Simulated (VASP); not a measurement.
## BaZrO3: does spin-orbit coupling change the cell?

Aim: relax BaZrO3 with and without spin-orbit coupling. The starting structure is a measured crystal structure from the Crystallography Open Database. The first relaxation on each setting starts from this cell expanded by 3 % in volume.

Main program and level: VASP 6.6.1; Kohn-Sham DFT with plane waves and PAW; PBEsol and PBEsol + spin-orbit coupling.

### Step 1. Set-up

Symmetry: Pm-3m, No. 221, cubic system. The conventional cell has a = 4.191 Å, b = 4.191 Å, c = 4.191 Å, α = 90.00°, β = 90.00°, γ = 90.00°. Ba has 12 O at 2.96 Å nearest. Nearest to Zr lie 6 O at 2.10 Å. O has 2 Zr at 2.10 Å and 4 Ba at 2.96 Å nearest. Farther neighbours and most contacts between anions are not listed.

Structure file:

```xyz
5
Lattice="4.1913 0.0000 0.0000 0.0000 4.1913 0.0000 0.0000 0.0000 4.1913" Properties=species:S:1:pos:R:3 pbc="T T T"
Ba    0.0000    0.0000    0.0000
Zr    2.0957    2.0957    2.0957
O     2.0957    2.0957    0.0000
O     2.0957    0.0000    2.0957
O     0.0000    2.0957    2.0957
```

### Step 2. Relaxation without spin-orbit coupling

This run starts from the cell of an earlier relaxation, which isn't shown; the restart sets up the plane waves anew.

The input, INCAR:

```
SYSTEM = BaZrO3
PREC = Accurate
ENCUT = 520
EDIFF = 1E-06
NELM = 100
ISMEAR = 0
SIGMA = 0.03
LREAL = .FALSE.
ALGO = Normal
GGA = PS
NBANDS = 26
LASPH = .TRUE.
LORBIT = 11
LWAVE = .FALSE.
LCHARG = .FALSE.
KPAR = 8
IBRION = 2
NSW = 50
ISIF = 3
EDIFFG = -0.006
```

The input, POSCAR:

```
BaZrO3
1.0
    4.1910166662      0.0000000000      0.0000000000
    0.0000000000      4.1910166662      0.0000000000
    0.0000000000      0.0000000000      4.1910166662
Ba Zr O
1 1 3
Direct
    0.0000000000      0.0000000000      0.0000000000
    0.5000000000      0.5000000000      0.5000000000
    0.5000000000      0.5000000000      0.0000000000
    0.5000000000      0.0000000000      0.5000000000
    0.0000000000      0.5000000000      0.5000000000
```

The input, KPOINTS:

```
Automatic mesh
0
Gamma
4 4 4
0 0 0
```

The projector-augmented-wave data sets are Ba_sv, Zr_sv and O (PBE family, release 64).

On the command line:

```
mpirun -np 8 vasp_std
```

What it wrote:

```text
[banner, memory and clock lines left out]
running    8 mpi-ranks, on    1 nodes
 distrk:  each k-point on    1 cores,    8 groups
 distr:  one band on    1 cores,    1 groups

 POSCAR found type information on POSCAR BaZrO
 POSCAR found :  3 types and       5 ions
|                                                                             |
|           W    W    AA    RRRRR   N    N  II  N    N   GGGG   !!!           |
|           W    W   A  A   R    R  NN   N  II  NN   N  G    G  !!!           |
|           W    W  A    A  R    R  N N  N  II  N N  N  G       !!!           |
|           W WW W  AAAAAA  RRRRR   N  N N  II  N  N N  G  GGG   !            |
|           WW  WW  A    A  R   R   N   NN  II  N   NN  G    G                |
|           W    W  A    A  R    R  N    N  II  N    N   GGGG   !!!           |
|                                                                             |
|     For optimal performance we recommend to set                             |
|       NCORE = 2 up to number-of-cores-per-socket                            |
|     NCORE specifies how many cores store one orbital (NPAR=cpu/NCORE).      |
|     This setting can greatly improve the performance of VASP for DFT.       |
|     The default, NCORE=1 might be grossly inefficient on modern             |
|     multi-core architectures or massively parallel machines. Do your        |
|     Unfortunately you need to use the default for GW and RPA                |
|     calculations (for HF NCORE is supported but not extensively tested      |
|     yet).                                                                   |
|                                                                             |

|                                                                             |
|               ----> ADVICE to this user running VASP <----                  |
|                                                                             |
|     You enforced a specific xc type in the INCAR file but a different       |
|     [... a line on the potential file left out ...]
|     I HOPE YOU KNOW WHAT YOU ARE DOING!                                     |
|                                                                             |

 LDA part: xc-table for (Slater+PW92), standard interpolation
 POSCAR, INCAR and KPOINTS ok, starting setup
 FFT: planning ... GRIDC
 FFT: planning ... GRID_SOFT
 FFT: planning ... GRID
 WAVECAR not read
 entering main loop
       N       E                     dE             d eps       ncg     rms          rms(c)
DAV:   1     0.301732310566E+03    0.30173E+03   -0.22228E+04   520   0.151E+03
DAV:   2    -0.301150945512E+02   -0.33185E+03   -0.32121E+03   656   0.364E+02
DAV:   3    -0.499445863468E+02   -0.19829E+02   -0.19771E+02   840   0.841E+01
DAV:   4    -0.504889424528E+02   -0.54436E+00   -0.54387E+00   720   0.113E+01
DAV:   5    -0.505015404532E+02   -0.12598E-01   -0.12597E-01   754   0.121E+00    0.291E+01
DAV:   6    -0.437639890444E+02    0.67376E+01   -0.38559E+01   640   0.387E+01    0.134E+01
DAV:   7    -0.436576736201E+02    0.10632E+00   -0.28916E+00   692   0.939E+00    0.796E+00
DAV:   8    -0.436154546481E+02    0.42219E-01   -0.31113E-01   666   0.428E+00    0.644E-01
DAV:   9    -0.436123766304E+02    0.30780E-02   -0.48379E-02   728   0.127E+00    0.492E-01
DAV:  10    -0.436130212699E+02   -0.64464E-03   -0.12050E-02   712   0.936E-01    0.208E-01
DAV:  11    -0.436127395792E+02    0.28169E-03   -0.15939E-03   678   0.339E-01    0.267E-02
DAV:  12    -0.436127572775E+02   -0.17698E-04   -0.10040E-04   632   0.692E-02    0.262E-02
DAV:  13    -0.436127552962E+02    0.19812E-05   -0.99980E-06   720   0.207E-02    0.442E-03
DAV:  14    -0.436127551242E+02    0.17204E-06   -0.13083E-06   448   0.856E-03
   1 F= -.43612755E+02 E0= -.43612755E+02  d E =-.436128E+02
 curvature:   0.00 expect dE= 0.000E+00 dE for cont linesearch  0.000E+00
 trial: gam= 0.00000 g(F)=  0.000E+00 g(S)=  0.725E-05 ort = 0.000E+00 (trialstep = 0.100E+01)
 search vector abs. value=  0.725E-05
 reached required accuracy - stopping structural energy minimisation
```

The job ended after 5 s (8 MPI ranks of Intel Xeon Platinum 8375C at 2.90GHz (Ice Lake), shared host; peak memory 1.5 GiB; 34 s of CPU time).

The logs omit lines about the potential files and the build; timing stands in the text.

OUTCAR, selected parts (step 2):

```text
ion  position               nearest neighbor table
   1  0.000  0.000  0.000-   3 2.96   4 2.96   5 2.96   4 2.96   5 2.96   3 2.96   5 2.96   5 2.96
                             3 2.96   4 2.96   4 2.96   3 2.96   2 3.63   2 3.63   2 3.63   2 3.63
   2  0.500  0.500  0.500-   3 2.10   4 2.10   5 2.10   3 2.10   4 2.10   5 2.10   1 3.63   1 3.63
                             1 3.63   1 3.63   1 3.63   1 3.63   1 3.63   1 3.63
   3  0.500  0.500  0.000-   2 2.10   2 2.10   1 2.96   1 2.96   1 2.96   1 2.96
   4  0.500  0.000  0.500-   2 2.10   2 2.10   1 2.96   1 2.96   1 2.96   1 2.96
   5  0.000  0.500  0.500-   2 2.10   2 2.10   1 2.96   1 2.96   1 2.96   1 2.96

  LATTYP: Found a simple cubic cell.
 ALAT       =     4.1910166662

 Subroutine GETGRP returns: Found 48 space group operations
 (whereof 48 operations were pure point group operations)

The static configuration has the point symmetry O_h .

 Found     10 irreducible k-points:

   k-points           NKPTS =     10   k-points in BZ     NKDIM =     10   number of bands    NBANDS=     26

   dimension x,y,z NGX =    32 NGY =   32 NGZ =   32
   dimension x,y,z NGXF=    64 NGYF=   64 NGZF=   64

   ENCUT  =  520.0 eV  38.22 Ry    6.18 a.u.   7.79  7.79  7.79*2*pi/ulx,y,z

   NELECT =      40.0000    total number of electrons

 k-points in reciprocal lattice and weights: Automatic mesh
   0.00000000  0.00000000  0.00000000       0.016
   0.25000000  0.00000000  0.00000000       0.094
   0.50000000  0.00000000  0.00000000       0.047
   0.25000000  0.25000000  0.00000000       0.188
   0.50000000  0.25000000  0.00000000       0.188
   0.50000000  0.50000000  0.00000000       0.047
   0.25000000  0.25000000  0.25000000       0.125
   0.50000000  0.25000000  0.25000000       0.188
   0.50000000  0.50000000  0.25000000       0.094
   0.50000000  0.50000000  0.50000000       0.016

 average (electrostatic) potential at core
       1 -33.4969       2 -77.9331       3 -69.3608       4 -69.3608       5 -69.3608

 E-fermi :   3.8425

 k-point     1 :       0.0000    0.0000    0.0000
  band No.  band energies     occupation
    ...
     16       2.6373      2.00000
     17       2.6373      2.00000
     18       3.4180      2.00000
     19       3.4180      2.00000
     20       3.4180      2.00000
     21       6.7398      0.00000
     22       6.7398      0.00000
     23       6.7398      0.00000
     24       8.1796      0.00000
     25       8.1796      0.00000
    ...

 k-point     2 :       0.2500    0.0000    0.0000
  band No.  band energies     occupation
    ...
     16       2.1753      2.00000
     17       2.2445      2.00000
     18       2.3319      2.00000
     19       3.2693      2.00000
     20       3.2693      2.00000
     21       6.9454      0.00000
     22       7.9706      0.00000
     23       7.9706      0.00000
     24       9.0662      0.00000
     25       9.1212      0.00000
    ...

 k-point     3 :       0.5000    0.0000    0.0000
  band No.  band energies     occupation
    ...
     16       1.8776      2.00000
     17       1.8776      2.00000
     18       1.9168      2.00000
     19       3.1864      2.00000
     20       3.1864      2.00000
     21       7.1948      0.00000
     22       9.3198      0.00000
     23       9.3198      0.00000
     24      10.0007      0.00000
     25      10.2370      0.00000
    ...

  Total       -0.0158312     -0.0158312     -0.0158312      0.0000000     -0.0000000      0.0000000
  in kB       -0.3445622     -0.3445622     -0.3445622      0.0000000     -0.0000000      0.0000000
  external PRESSURE =      -0.3445622 kB  Pullay stress =       0.0000000 kB

  energy-cutoff  :      520.00
  volume of cell :       73.61
      direct lattice vectors                 reciprocal lattice vectors
     4.191016666  0.000000000  0.000000000     0.238605589  0.000000000  0.000000000
     0.000000000  4.191016666  0.000000000     0.000000000  0.238605589  0.000000000
     0.000000000  0.000000000  4.191016666     0.000000000  0.000000000  0.238605589

 POSITION                                       TOTAL-FORCE (eV/Angst)
 -----------------------------------------------------------------------------------
      0.00000      0.00000      0.00000         0.000000      0.000000      0.000000
      2.09551      2.09551      2.09551         0.000000      0.000000      0.000000
      2.09551      2.09551      0.00000         0.000000      0.000000      0.000000
      2.09551      0.00000      2.09551         0.000000      0.000000      0.000000
      0.00000      2.09551      2.09551         0.000000      0.000000      0.000000
 -----------------------------------------------------------------------------------
    total drift:                                0.000000     -0.000000     -0.000000

  FREE ENERGIE OF THE ION-ELECTRON SYSTEM (eV)
  ---------------------------------------------------
  free  energy   TOTEN  =       -43.6127551242 eV

  energy  without entropy=      -43.6127551242  energy(sigma->0) =      -43.61275512

 reached required accuracy - stopping structural energy minimisation

 total charge
# of ion       s       p       d       tot
------------------------------------------
    1        1.997   5.616   0.275   7.888
    2        2.203   6.087   1.443   9.732
    3        1.557   3.466   0.000   5.022
    4        1.557   3.466   0.000   5.022
    5        1.557   3.466   0.000   5.022
--------------------------------------------------
tot          8.869  22.100   1.718  32.687

[... 3 further parts left out ...]
```

The PAW data sets were made with PBE, which is usual practice but a small mismatch for other functionals. The run keeps the 48 symmetry operations of its start, so it cannot find a distortion of lower symmetry.

Without spin-orbit coupling the relaxed cell holds 14.723 Å³ an atom, with a = 4.191 Å.

### Step 3. Relaxation with spin-orbit coupling

Against step 2 the input has LNONCOLLINEAR = .TRUE., MAGMOM = 0 0 0 0 0 0 0 0 0 0 0 0 0 0 0, GGA_COMPAT = .FALSE. and LSORBIT = .TRUE. (also changed: NBANDS and LMAXMIX). This run starts from the cell of an earlier relaxation, which isn't shown; the restart sets up the plane waves anew.

INCAR: that of step 2 with these lines changed.

```diff
@@ -10,4 +10,9 @@
 GGA = PS
-NBANDS = 26
+LNONCOLLINEAR = .TRUE.
+MAGMOM = 0 0 0 0 0 0 0 0 0 0 0 0 0 0 0
+NBANDS = 52
+GGA_COMPAT = .FALSE.
 LASPH = .TRUE.
+LSORBIT = .TRUE.
+LMAXMIX = 4
 LORBIT = 11
```

POSCAR: that of step 2 with these lines changed.

```diff
@@ -2,5 +2,5 @@
 1.0
-    4.1910166662      0.0000000000      0.0000000000
-    0.0000000000      4.1910166662      0.0000000000
-    0.0000000000      0.0000000000      4.1910166662
+    4.1910597744      0.0000000000      0.0000000000
+    0.0000000000      4.1910597744      0.0000000000
+    0.0000000000      0.0000000000      4.1910597744
 Ba Zr O
```

KPOINTS is that of step 2.

On the command line:

```
mpirun -np 8 vasp_ncl
```

What it wrote:

```text
[banner, memory and clock lines left out]
running    8 mpi-ranks, on    1 nodes
[...]
[... a notice as in an earlier step ...]

 [... a notice as in an earlier step ...]

 LDA part: xc-table for (Slater+PW92), standard interpolation
 POSCAR, INCAR and KPOINTS ok, starting setup
[...]
entering main loop
       N       E                     dE             d eps       ncg     rms          rms(c)
DAV:   1     0.329046332511E+03    0.32905E+03   -0.21457E+04  1040   0.151E+03
DAV:   2    -0.238624996513E+02   -0.35291E+03   -0.33752E+03  1272   0.381E+02
DAV:   3    -0.492764632879E+02   -0.25414E+02   -0.25255E+02  1448   0.988E+01
DAV:   4    -0.507034605159E+02   -0.14270E+01   -0.14250E+01  1568   0.182E+01
[...]
DAV:  13    -0.438732798203E+02   -0.12125E-04   -0.43030E-05  1276   0.427E-02    0.196E-02
DAV:  14    -0.438732767200E+02    0.31003E-05   -0.11250E-05  1220   0.225E-02    0.185E-03
DAV:  15    -0.438732766714E+02    0.48608E-07   -0.11482E-06   892   0.654E-03
   1 F= -.43873277E+02 E0= -.43873277E+02  d E =-.438733E+02  mag=     0.0000     0.0000    -0.0000
[...]
reached required accuracy - stopping structural energy minimisation
```

Elapsed: 26 s, on 8 MPI ranks; peak memory 2.8 GiB.

OUTCAR, selected parts (step 3):

```text
  Total       -0.0194344     -0.0194344     -0.0194344      0.0000000     -0.0000000      0.0000000
  in kB       -0.4229695     -0.4229695     -0.4229695      0.0000000     -0.0000000      0.0000000
  external PRESSURE =      -0.4229695 kB  Pullay stress =       0.0000000 kB

 POSITION                                       TOTAL-FORCE (eV/Angst)
 -----------------------------------------------------------------------------------
      0.00000      0.00000      0.00000         0.000000      0.000000      0.000000
      2.09553      2.09553      2.09553         0.000000      0.000000      0.000000
      2.09553      2.09553      0.00000         0.000000      0.000000      0.000000
      2.09553      0.00000      2.09553         0.000000      0.000000      0.000000
      0.00000      2.09553      2.09553         0.000000      0.000000      0.000000
 -----------------------------------------------------------------------------------
    total drift:                                0.000000     -0.000000     -0.000000

  FREE ENERGIE OF THE ION-ELECTRON SYSTEM (eV)
  ---------------------------------------------------
  free  energy   TOTEN  =       -43.8732766714 eV

  energy  without entropy=      -43.8732766714  energy(sigma->0) =      -43.87327667

 magnetization (x)
# of ion       s       p       d       tot
------------------------------------------
    1        0.000  -0.000  -0.000  -0.000
    2       -0.000  -0.000   0.000  -0.000
    3        0.000   0.000   0.000   0.000
    4       -0.000   0.000   0.000   0.000
    5        0.000  -0.000   0.000  -0.000
--------------------------------------------------
tot         -0.000   0.000  -0.000   0.000

 magnetization (y)
# of ion       s       p       d       tot
------------------------------------------
    1       -0.000  -0.000  -0.000  -0.000
    2       -0.000  -0.000  -0.000  -0.000
    3       -0.000  -0.000   0.000  -0.000
    4       -0.000  -0.000   0.000  -0.000
    5       -0.000  -0.000   0.000  -0.000
--------------------------------------------------
tot         -0.000  -0.000  -0.000  -0.000

 magnetization (z)
# of ion       s       p       d       tot
------------------------------------------
    1       -0.000   0.000   0.000   0.000
    2        0.000   0.000  -0.000   0.000
    3        0.000  -0.000   0.000  -0.000
    4       -0.000   0.000   0.000   0.000
    5        0.000   0.000   0.000   0.000
--------------------------------------------------
tot          0.000   0.000  -0.000   0.000

[... 1 part as in an earlier step ...]

[... 3 further parts left out ...]
[key lines of the parts left out:]
E-fermi :   3.9026
```

With spin-orbit coupling the relaxed cell holds 14.723 Å³ an atom, with a = 4.191 Å.

### Step 4. Comparison

| run | volume (Å³/atom) | a (Å) | pressure left (GPa) | core minutes |
| --- | --- | --- | --- | --- |
| without spin-orbit coupling | 14.723 | 4.191 | -0.034 | 2.27 |
| with spin-orbit coupling | 14.723 | 4.1911 | -0.042 | 11.6 |

Core minutes are wall time times ranks, summed over the relaxations behind a row (those for a bulk modulus apart), on shared hosts.

### Step 5. Results

```yaml
volume_without_spin_orbit_coupling: 14.723 Å³/atom
volume_with_spin_orbit_coupling: 14.723 Å³/atom
```

**Reading.** The run with spin-orbit coupling gives a volume +0.00 % from the one without. The relaxations stop with -0.034 and -0.042 GPa left; at a bulk modulus of 50 GPa, to name a scale, that difference alone shifts the volume by 0.02 %. The change found is no larger, so no effect on the volume is resolved. The k mesh isn't tested here. GGA_COMPAT also differs between the two, which alone can make a change this small. Further runs on this material are not shown.

[Lines on the potential files, build, host, timing and source positions are cut from VASP's logs without a mark.]

[Logs are printed without paths, hosts, clocks, repeated set-up lines and the standing remarks that a program may print on its own settings, such as how far it seeks lower states.]

[Hosts, paths, dates, database ids (printed as entryN), source tags and the programs' standing remarks are cut or masked in the printed files.]
